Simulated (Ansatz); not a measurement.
BaS, DFT, PBEsol, all-electron LAPW, scalar-relativistic (Ansatz 0.2.0), run on 1 thread of Arm Neoverse V1 on a shared host.

The cell is COD entry 9008600, as deposited and not checked against the literature; nothing was relaxed. The listed cell was then made from it by scaling, straining or moving an atom.

Command: `ansatz run input.yaml --threads 1 --pin off --max-ram 3072MiB --backend cpu --events-out ev --progress --plain --runs-dir out`

```yaml
crystal:
  lattice:
    - [0.0, 3.2201458251, 3.2201458251]
    - [3.2201458251, 0.0, 3.2201458251]
    - [3.2201458251, 3.2201458251, 0.0]
  atoms:
    - { symbol: Ba, position: [0.0, 0.0, 0.0] }
    - { symbol: S, position: [0.5, 0.5, 0.5] }
kpoints:
  mp_grid: { grid: [8, 8, 8] }
scf:
  occupations: { method: fermi_dirac, width: 0.02 }
hamiltonian:
  xc: pbesol
  pseudopotentials: { kind: all_electron, lapw: { basis_error: 0.00025 } }
output:
  forces: true
  stress: true
  eigenvalues: true
```

**Question.** How large is the problem that the program sets up?

**Answer.** 29 irreducible k-points, 307 plane waves at Γ, 26 bands.

**Question.** About how long does it take, and how much memory does it use?

**Answer.** 7.8 s of wall time for 7 SCF iterations, with a peak of 0.29 GiB. Times on shared machines scatter by tens of per cent.

**Question.** And the same cell and mesh by frozen-core PAW, asked for forces, stress, eigenvalues, efg, on the same hardware?

**Answer.** 3.9 s, peak memory 0.38 GiB.
